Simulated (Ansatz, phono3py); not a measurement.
# Heat carried by phonons in RbCl (Fm-3m), part 3 of 4

Wanted: κ(T), lifetimes and mean free paths for RbCl.

Measurements to reproduce:
- thermal conductivity 2.8 W/m/K near room temperature (given in “Combining the AFLOW GIBBS and Elastic Libraries to efficiently and robustly screen thermo-mechanical properties of solids”, 2017, arXiv:1611.05714)

Ansatz 0.2.0; DFT LDA, scalar-relativistic, plane waves, PAW; PAW set soft_1.

So far. Step 2 (A first coarse run): The start is under -1.4 GPa at this level and looks like an insulator or semiconductor on this mesh. Step 4 (Tight relaxation): The residual pressure is 0.0036 GPa, small enough for phonons. The relaxed cell has a = 6.377 Å (conventional setting).

The database entry behind the starting cell differs from later determinations by our own check (about 0.5 % short), so it need not match the best structure at ambient conditions.

## 6. A cheap rung, k-mesh 6×6×6, q-mesh of the transport sums 11×11×11

A small supercell and a short cutoff cost little, and show how far such settings carry.

The input, input.yaml:

```yaml
crystal:
  lattice:
    - [0.0, 3.1886499152, 3.1886499152]
    - [3.1886499152, 0.0, 3.1886499152]
    - [3.1886499152, 3.1886499152, 0.0]
  atoms:
    - { symbol: Rb, position: [0.0, 0.0, 0.0] }
    - { symbol: Cl, position: [0.5, 0.5, 0.5] }
kpoints:
  mp_grid: { grid: [6, 6, 6] }
hamiltonian:
  xc: lda
  pseudopotentials: { kind: paw, azcp: { folder: soft_1 }, xc_functional: pbe }
scf:
  occupations: { method: fixed }
  lower_state_search: "off"
output:
  eigenvalues: true
phonons:
  method: fd
  dielectric: true
  supercell: [2, 2, 2]
  temperatures: { t_max: 1000, t_step: 50 }
  qpath:
    path:
      - [[0.0, 0.0, 0.0], [0.5, 0.0, 0.5], [0.625, 0.25, 0.625]]
      - [[0.375, 0.375, 0.75], [0.0, 0.0, 0.0], [0.5, 0.5, 0.5], [0.5, 0.25, 0.75], [0.5, 0.0, 0.5]]
    npoints: 10
  third_order: { supercell: [2, 2, 2], pair_cutoff: 3.339 }
  lattice_thermal_conductivity:
    qmesh: [11, 11, 11]
    temperatures: [100.0, 150.0, 200.0, 300.0, 400.0, 500.0]
    isotope_mass_variance:
      - { species: Cl, variance: 0.0005827 }
      - { species: Rb, variance: 0.0001097 }
```

Command:

```console
$ ansatz run input.yaml --threads 8 --pin off --max-ram 19456MiB --backend cpu --events-out ev --progress --plain --runs-dir out
```

Numbers of over 12 decimals in the logs are rounded to 6 here.

Output:

```text
Warning: phonons.dielectric: true without phonons.rigid_motions: the static dielectric tensor ε⁰ will be withheld (ε∞, Z* and the rows of modes are given); for a crystal or a slab, whose only rigid motions are the translations, set phonons.rigid_motions: translations
[...]
Crystal: 16 atoms, lattice volume = 518.729 Å³
Basis set: ecut = 420 eV, 10081 PW (Γ)
Bands: 80, of which v1, the nominal top of the filled ones, is band 64 counted from 1 (63 counted from 0)
Symmetry: 384 space group operations
k-points: 4 of 27
[...]
SCF iter   1: F=—  HF=-33750.157714 eV  |F-HF|=—  |Δ(HF+E_count)|=         —  Δρ=3.98e-8  dr2=9.63e-12  ethr=1.00e-12  ⟨swp⟩=3.0  Hψ=795  notcnv=0
[...]
SCF iter   2: F=-33750.157714 eV  HF=-33750.157714 eV  |F-HF|=7.28e-12  |Δ(HF+E_count)|=  7.28e-12  Δρ=1.79e-8  dr2=9.58e-13  ethr=1.00e-12  ⟨swp⟩=4.0  Hψ=861  notcnv=0
SCF 1 converged in 2 iterations: F = -33750.157714 eV  dr2 = 9.58e-13
[...]
Crystal: 2 atoms, lattice volume = 64.841 Å³
Basis set: ecut = 420 eV, 1243 PW (Γ), exchange–correlation on 64×64×64 points (8 copies of the dense FFT grid, shifted against one another)
Bands: 12, of which v1, the nominal top of the filled ones, is band 8 counted from 1 (7 counted from 0)
Symmetry: 48 space group operations
k-points: 30 of 216 (irreducible under 8 space group operations, time reversal used)
[...]
SCF iter   1: F=—  HF=-4218.769716 eV  |F-HF|=—  |Δ(HF+E_count)|=         —  Δρ=4.98e-7  dr2=1.57e-10  ethr=9.71e-8  ⟨swp⟩=4.5  Hψ=3376  notcnv=0  defer=59
eigensolver tolerance schedule: the retry pair's looser diagonalisation over-reported the residual by 98704.27 of it (diagonalisation noise at an unbounded share of the residual, at the tolerance the schedule requests for it); recorded, not acted on — ethr = c·dr2/N_el stays at c = 1.0e-1
[...]
SCF iter   2: F=—  HF=-4218.769715 eV  |F-HF|=—  |Δ(HF+E_count)|=   1.08e-6  Δρ=5.02e-7  dr2=2.33e-10  ethr=1.00e-12  ⟨swp⟩=4.2  Hψ=958  notcnv=0  defer=58
SCF iter   3: F=-4218.769715 eV  HF=-4218.769715 eV  |F-HF|=3.82e-11  |Δ(HF+E_count)|=  6.73e-11  Δρ=2.40e-7  dr2=4.59e-11  ethr=1.00e-12  ⟨swp⟩=5.6  Hψ=1901  notcnv=0
SCF 2 converged in 3 iterations: F = -4218.769715 eV  dr2 = 4.59e-11
[...]
NSCF: frozen V_eff on 2 k-points
DFPT response loops at Γ: preconditioner auto → none (the input reference at scf.mixing.eps_inf says where Resta's filter doesn't serve); β = 0.50; Broyden in place of MSR1
Symmetry: 8 space group operations
k-points: 6 of 27 (time reversal used)
[...]
SCF iter   1: F=—  HF=-33750.157713 eV  |F-HF|=—  |Δ(HF+E_count)|=         —  Δρ=3.69e-5  dr2=1.50e-5  ethr=1.28e-9  ⟨swp⟩=4.0  Hψ=2102  notcnv=0  defer=48
eigensolver tolerance schedule calibrated: the retry pair's looser diagonalisation under-reported the residual by θ = 0.89 (0.14/decade); ethr = c·dr2/N_el runs at the constant in force after the calibration composes with the one it found (an armed cap, an earlier calibration), c = 5.1e-2
[...]
SCF iter   2: F=—  HF=-33750.157708 eV  |F-HF|=—  |Δ(HF+E_count)|=   4.85e-6  Δρ=1.28e-5  dr2=1.90e-6  ethr=1.28e-9  ⟨swp⟩=2.2  Hψ=797  notcnv=0  defer=48
[...]
SCF iter   7: F=-33750.157707 eV  HF=-33750.157707 eV  |F-HF|=0.00e0  |Δ(HF+E_count)|=  7.28e-12  Δρ=1.37e-8  dr2=1.01e-12  ethr=1.00e-12  ⟨swp⟩=6.0  Hψ=2143  notcnv=0
SCF 3 converged in 7 iterations: F = -33750.157707 eV  dr2 = 1.01e-12
[...]
SCF iter   7: F=-33750.157708 eV  HF=-33750.157708 eV  |F-HF|=0.00e0  |Δ(HF+E_count)|=  7.28e-12  Δρ=1.10e-8  dr2=9.25e-13  ethr=1.00e-12  ⟨swp⟩=6.0  Hψ=2135  notcnv=0
SCF 4 converged in 7 iterations: F = -33750.157708 eV  dr2 = 9.25e-13
[...]
Symmetry: 96 space group operations
k-points: 6 of 27
[...]
SCF iter   3: F=-33750.157714 eV  HF=-33750.157714 eV  |F-HF|=0.00e0  |Δ(HF+E_count)|=  1.46e-11  Δρ=9.59e-8  dr2=1.79e-11  ethr=1.00e-12  ⟨swp⟩=2.0  Hψ=1182  notcnv=0
SCF 5 converged in 3 iterations: F = -33750.157714 eV  dr2 = 1.79e-11
Symmetry: 6 space group operations
[...]
SCF 6 converged in 7 iterations: F = -33750.156712 eV  dr2 = 4.67e-10
Symmetry: 2 space group operations
k-points: 10 of 27 (time reversal used)
[...]
SCF 7 converged in 7 iterations: F = -33750.154548 eV  dr2 = 4.86e-10
[...]
SCF 8 converged in 7 iterations: F = -33750.156867 eV  dr2 = 9.08e-10
Symmetry: 1 space group operations
k-points: 14 of 27 (time reversal used)
[...]
SCF 9 converged in 8 iterations: F = -33750.155822 eV  dr2 = 5.92e-11
[...]
SCF iter   7: F=-33750.154820 eV  HF=-33750.154820 eV  |F-HF|=2.18e-11  |Δ(HF+E_count)|=  6.91e-10  Δρ=1.18e-7  dr2=1.00e-10  ethr=1.00e-12  ⟨swp⟩=4.0  Hψ=2742  notcnv=0
SCF 18 converged in 7 iterations: F = -33750.154820 eV  dr2 = 1.00e-10
[...]
SCF iter   6: F=-33750.156940 eV  HF=-33750.156940 eV  |F-HF|=8.73e-11  |Δ(HF+E_count)|=  9.46e-10  Δρ=1.85e-7  dr2=2.33e-10  ethr=1.00e-12  ⟨swp⟩=5.0  Hψ=3003  notcnv=0
SCF 19 converged in 6 iterations: F = -33750.156940 eV  dr2 = 2.33e-10
[...]
SCF iter   8: F=-33750.155823 eV  HF=-33750.155823 eV  |F-HF|=2.91e-11  |Δ(HF+E_count)|=  2.47e-10  Δρ=8.17e-8  dr2=4.79e-11  ethr=1.00e-12  ⟨swp⟩=5.0  Hψ=4056  notcnv=0
SCF 20 converged in 8 iterations: F = -33750.155823 eV  dr2 = 4.79e-11
[...]
SCF iter   7: F=-33750.156191 eV  HF=-33750.156191 eV  |F-HF|=2.18e-11  |Δ(HF+E_count)|=  1.02e-10  Δρ=1.70e-7  dr2=2.14e-10  ethr=1.00e-12  ⟨swp⟩=5.0  Hψ=2988  notcnv=0
SCF 21 converged in 7 iterations: F = -33750.156191 eV  dr2 = 2.14e-10
[...]
SCF iter   7: F=-33750.155466 eV  HF=-33750.155466 eV  |F-HF|=2.76e-10  |Δ(HF+E_count)|=  4.00e-10  Δρ=3.01e-7  dr2=6.32e-10  ethr=1.00e-12  ⟨swp⟩=5.0  Hψ=3000  notcnv=0
SCF 22 converged in 7 iterations: F = -33750.155466 eV  dr2 = 6.32e-10
[...]
SCF iter   7: F=-33750.155764 eV  HF=-33750.155764 eV  |F-HF|=5.82e-11  |Δ(HF+E_count)|=  1.60e-10  Δρ=1.78e-7  dr2=2.31e-10  ethr=1.00e-12  ⟨swp⟩=5.0  Hψ=4180  notcnv=0
SCF 23 converged in 7 iterations: F = -33750.155764 eV  dr2 = 2.31e-10
[...]
SCF iter   7: F=-33750.156158 eV  HF=-33750.156158 eV  |F-HF|=8.00e-11  |Δ(HF+E_count)|=  2.76e-10  Δρ=1.63e-7  dr2=1.74e-10  ethr=1.00e-12  ⟨swp⟩=5.0  Hψ=2971  notcnv=0
SCF 24 converged in 7 iterations: F = -33750.156158 eV  dr2 = 1.74e-10
[...]
SCF iter   8: F=-33750.155823 eV  HF=-33750.155823 eV  |F-HF|=7.28e-12  |Δ(HF+E_count)|=  2.84e-10  Δρ=8.32e-8  dr2=5.00e-11  ethr=1.00e-12  ⟨swp⟩=5.0  Hψ=4065  notcnv=0
SCF 25 converged in 8 iterations: F = -33750.155823 eV  dr2 = 5.00e-11
[...]
SCF iter   7: F=-33750.155772 eV  HF=-33750.155772 eV  |F-HF|=1.02e-10  |Δ(HF+E_count)|=  4.15e-10  Δρ=1.71e-7  dr2=1.92e-10  ethr=1.00e-12  ⟨swp⟩=5.0  Hψ=4123  notcnv=0
SCF 26 converged in 7 iterations: F = -33750.155772 eV  dr2 = 1.92e-10
[...]
SCF iter   7: F=-33750.155363 eV  HF=-33750.155363 eV  |F-HF|=1.46e-11  |Δ(HF+E_count)|=  3.57e-10  Δρ=2.43e-7  dr2=3.98e-10  ethr=1.00e-12  ⟨swp⟩=5.0  Hψ=2999  notcnv=0
SCF 27 converged in 7 iterations: F = -33750.155363 eV  dr2 = 3.98e-10
SCF converged after 2 iterations
Free energy (F): -33750.157714 eV
[...]
Internal energy: -33750.157714 eV  (E = F + TS)
E sigma→0 (E₀):  -33750.157714 eV
Fermi energy:    1.407226 eV
[...]
--- Band table (eV) ---
  k-point 0: bands = [... 60 lower, 1.3149, 1.4072, 1.4072, 1.4072, 6.2576, 7.1602, 7.1602, 7.1602, ... 12 higher]
  k-point 1: bands = [... 60 lower, 1.2245, 1.2245, 1.2861, 1.2861, 6.9644, 7.6478, 7.6478, 7.6478, ... 12 higher]
  k-point 2: bands = [... 60 lower, 1.3194, 1.3194, 1.3640, 1.3640, 7.0611, 7.5002, 7.9636, 7.9636, ... 12 higher]
  k-point 3: bands = [... 60 lower, 1.2362, 1.2402, 1.2402, 1.3066, 7.7881, 8.0989, 8.0989, 8.2431, ... 12 higher]
--- Phonons: 2 displaced members + reference (amplitude 0.0025 Å, Σ member SCF iterations 14) ---
  symmetry images taken by strict's conditions (phonons.symmetry_images: auto; settled by no image being taken that strict refuses); asymmetry of the core-correction force 4.6e-15 eV/Å at the most on a site, 5.7e-14 eV/Å summed over every site of the supercell
  ASR residual: 9.670e-5 → 0.000e0 eV/Å²; symmetrization residual: 4.398e-5 eV/Å²
  largest component of a force at the reference: 7.5e-29 eV/Å
  ASR residual per site (eV/Å²): 4.93e-6 9.67e-5
  Γ frequencies (cm⁻¹): 0.00 0.00 0.00 131.80 131.80 131.80
  Unit cell's response to a homogeneous field, on a k mesh of 6×6×6: 1 representative field direction (Σ response iterations 7)
  ε∞ (high-frequency dielectric tensor):
        2.518239    -0.000000    -0.000000
        0.000000     2.518239    -0.000000
        0.000000     0.000000     2.518239
  ε⁰ (static dielectric tensor): not given — the deck does not say what the cell's rigid motions are, and on a molecule in a box or a wire the rigid rotations would enter the sum over the modes at Γ. For a crystal or a slab, whose only rigid motions are the translations, set phonons.rigid_motions: translations.
  Born effective charges Z* (e; rows j = field, columns β = displacement):
    site 0:
         1.15787    0.00000   -0.00000
        -0.00000    1.15787   -0.00000
        -0.00000   -0.00000    1.15787
    site 1:
        -1.15787   -0.00000    0.00000
         0.00000   -1.15787    0.00000
         0.00000    0.00000   -1.15787
  Z* charge neutrality: 7.149e-6 e pre-enforcement
  k-mesh period / interband length: 27.1 Å / 1.26 Å = 21.46 at k = (0.0000, 0.0000, 0.0000), direct gap 4.850 eV — 14 or more, which is no proof of convergence
  optical modes at Γ without the LO–TO term, one row a degenerate level:
      ω (cm⁻¹)  modes    IR ((D/Å)²/amu)
        131.80      3             3.7032
  optical modes at Γ + LO–TO along q̂ = [1.0000, 0.0000, 0.0000]:
      ω (cm⁻¹)  modes    IR ((D/Å)²/amu)
        131.80      2             2.4688
        183.01      1             1.2344
  optical modes at Γ + LO–TO along q̂ = [0.0000, 1.0000, 0.0000]:
      ω (cm⁻¹)  modes    IR ((D/Å)²/amu)
        131.80      2             2.4688
        183.01      1             1.2344
  optical modes at Γ + LO–TO along q̂ = [0.0000, 0.0000, 1.0000]:
      ω (cm⁻¹)  modes    IR ((D/Å)²/amu)
        131.80      2             2.4688
        183.01      1             1.2344
  density of states and harmonic sums: on the 18×18×18 q-mesh, interpolated from the force constants of a 2×2×2 supercell (with the dipole–dipole term)
  largest difference from the sums on the solved wave vectors: F 8.29e-2 eV, S 1.15e-4 and C_V 3.22e-5 eV/K
  zero-point energy: 0.037619 eV/cell   skipped modes (ω ≤ 0): 3   left out of the sums: 8.57e-5 of the cell's modes: C_V's classical limit lies that fraction below 3 k_B per atom; for a crystal, a wire or a layer, F and S can be off by more, and a phonons.interpolated_qmesh denser along its periods is the remedy for the sampling
--- Third-order force constants: 22 member SCFs in a 2×2×2 supercell (pair cutoff 3.339 Å, amplitude 0.03 Å, SCF threshold 1.00e-9 eV, Σ member SCF iterations 158) ---
[...]
38 force-constant blocks with the first atom in the home cell, fitted with 6 parameters over 4 symmetry orbits; no atom triplet left out
  sum-rule residual: 1.758e-1 → 8.882e-16 eV/Å³; symmetrization residual: 5.269e-3 eV/Å³; largest sum-rule correction relative to its orbit: 2.787e-2, on the orbit of the block of home site 0 with site 1 of cell (-1, -1, 0) and site 0 of cell (0, 0, 0), whose norm before the correction was 4.398e0 eV/Å³
--- Lattice thermal conductivity: 11×11×11 mesh (56 irreducible points), tetrahedron method ---
  three-phonon and isotope scattering only; four-phonon, boundary and, in a metal, phonon-electron scattering are left out
  each conductivity is what the modes' populations carry and what the coherences between them add
  conductivity (a third of the tensor's trace), W/(m K), in the relaxation-time approximation and from the full solution:
       T (K)   relaxation time   full solution  iterations             ending  least Ritz value
      100.00           17.6103         17.7126           7          converged          6.887e-1
      150.00           11.3143         11.4097           8          converged          6.592e-1
      200.00            8.4048          8.4901           8          converged          6.458e-1
      300.00            5.5941          5.6623           8          converged          6.313e-1
      400.00            4.2121          4.2683           8          converged          6.236e-1
      500.00            3.3878          3.4354           8          converged          6.188e-1
```

Run time: 1.9 min. Hardware: 8 threads of Arm Neoverse V1, shared host; peak memory 1.8 GiB; 15 min of CPU time.

This step gave:

| Item | Value |
| --- | --- |
| Γ frequencies | 0, 0, 0, 131.8, 131.8, 131.8 cm⁻¹ (negative: imaginary) |
| lowest frequency on the path | 0 cm⁻¹ |
| zero-point energy | 0.03762 eV/cell |
| point group | m-3m |
| highest frequency | 183 cm⁻¹ |
| Debye temperature from the second moment | 201 K |
| κ at 300 K (relaxation time) | 5.594 W/m/K |
| κ at 300 K (full solution) | 5.662 W/m/K |
| dipole term | run |
| mean free path at half of κ | 24.6 nm |
| share of κ above the three lowest branches | 0.04 |
| third-order blocks | 38 |
| periodic aliases dropped | 0 |
| largest relative sum-rule correction | 0.02787 |
| displaced cells, third order | 22 |

W/m/K. Kappa, by row:

```
T (K)  RTA xx  RTA yy  RTA zz  full xx  full yy  full zz  coherence part xx  coherence part yy  coherence part zz     ending  iterations  least Ritz value
  100   17.61   17.61   17.61    17.71    17.71    17.71             0.0235             0.0235             0.0235  converged           7             0.689
  150   11.31   11.31   11.31    11.41    11.41    11.41            0.03154            0.03154            0.03154  converged           8             0.659
  200   8.405   8.405   8.405     8.49     8.49     8.49            0.03727            0.03727            0.03727  converged           8             0.646
  300   5.594   5.594   5.594    5.662    5.662    5.662            0.04606            0.04606            0.04606  converged           8             0.631
  400   4.212   4.212   4.212    4.268    4.268    4.268            0.05312            0.05312            0.05312  converged           8             0.624
  500   3.388   3.388   3.388    3.435    3.435    3.435            0.05916            0.05916            0.05916  converged           8             0.619
```

This rung gives 5.59 W/(m K) at 300 K by relaxation time, but with 16 atoms, 1 neighbour distance inside the cutoff and a 11×11×11 mesh it is a test, not the conductivity of the crystal.

(Part 3 of 4 ends here.)

[Logs are printed without paths, hosts, clocks, repeated set-up lines and the standing remarks that a program may print on its own settings, such as how far it seeks lower states.]

[Hosts, paths, dates, database ids (printed as entryN), source tags and the programs' standing remarks are cut or masked in the printed files.]

[A step with changed settings may run another functional than the one named; its input shows which.]
